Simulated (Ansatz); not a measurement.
**Mo under changes of volume**

One of the cells (15.892 Å³/atom); the others are scaled copies at fixed shape and fractional positions:

```
Mo
1.0
    -1.58381    1.58381    1.58381
     1.58381   -1.58381    1.58381
     1.58381    1.58381   -1.58381
Mo
1
Direct
  0.00000 0.00000 0.00000
```

```yaml
Program: Ansatz 0.2.0
Functional: revPBE
Dispersion: D3(BJ)+ATM
Potentials_or_basis: all-electron LAPW, scalar-relativistic
Cutoff: 249 eV (chosen from the basis error)
Basis_error_allowed: 0.001 eV/atom
k_mesh: 12 × 12 × 12
Occupations: fermi-dirac, width 0.025 eV
Spin: collinear spin, random start
Starting_moments: "[1.14] μB"
```

```csv
volume (Å³/atom),energy over the lowest point (meV/atom),pressure (GPa)
14.938,2.75,4.5
15.256,0.00,-1.6
15.574,?,?
15.892,27.89,-12.0
16.209,56.15,-16.4
16.527,92.62,-20.3
16.845,136.44,-23.8
```

Task: What does the run at 15.574 Å³/atom give?

Result: Energy over the lowest point 8.81 meV/atom; pressure -7.1 GPa.

Worked out: A Birch-Murnaghan fit of order 3 (a polynomial in V^(-2/3)) to the other rows has its minimum at 15.17 Å³/atom with B0 = V·E''(V) = 287 GPa and B' = 4.5. It gives 8.79 meV/atom at 15.574 Å³/atom, against the run's 8.81, and -dE/dV = -7.1 GPa, against -7.1.

Energies are extrapolated to zero smearing.

Caveats: pairwise dispersion overbinds metals, which lowers pressure and volume; the starting moments weren't kept.
